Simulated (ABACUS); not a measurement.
## GaAs under changes of volume

One of the cells (22.590 Å³/atom); the others are scaled copies at fixed shape and fractional positions:

```
As Ga
1.0
     0.00000    2.82685    2.82685
     2.82685    0.00000    2.82685
     2.82685    2.82685    0.00000
As Ga
1 1
Direct
  0.75000 0.75000 0.75000
  0.00000 0.00000 0.00000
```

```yaml
Program: ABACUS 3.10.1
Functional: PBEsol
Potentials_or_basis: PseudoDojo NC SR 0.4.1 PBEsol standard
Cutoff: 1143 eV
Density_cutoff: 4572 eV
Basis: plane waves
k_mesh: 8 × 8 × 8
Occupations: fermi-dirac, width 0.05 eV
Spin: no spin polarisation
```

```csv
volume (Å³/atom),energy over the lowest point (meV/atom),pressure (GPa),gap on the mesh (eV)
21.234,?,?,?
21.686,10.09,3.4,0.75
22.138,2.81,1.7,0.59
22.590,0.00,0.3,0.44
23.041,1.18,-1.1,0.30
23.493,5.92,-2.3,0.15
23.945,13.74,-3.3,none
```

**Question.** What does the run at 21.234 Å³/atom give?

**Answer.** Energy over the lowest point 22.35 meV/atom; pressure 5.3 GPa; gap on the mesh 0.91 eV.

Worked out: A Birch-Murnaghan fit of order 3 (a polynomial in V^(-2/3)) to the other rows has its minimum at 22.67 Å³/atom with B0 = V·E''(V) = 69 GPa and B' = 5.1. It gives 22.47 meV/atom at 21.234 Å³/atom, against the run's 22.35, and -dE/dV = 5.4 GPa, against 5.3.

Energies are extrapolated to zero smearing.

A mesh can miss the band edges. Spin-orbit coupling on As, Ga is left out.

A gap of «none» marks a metal or a gap under the smearing width.
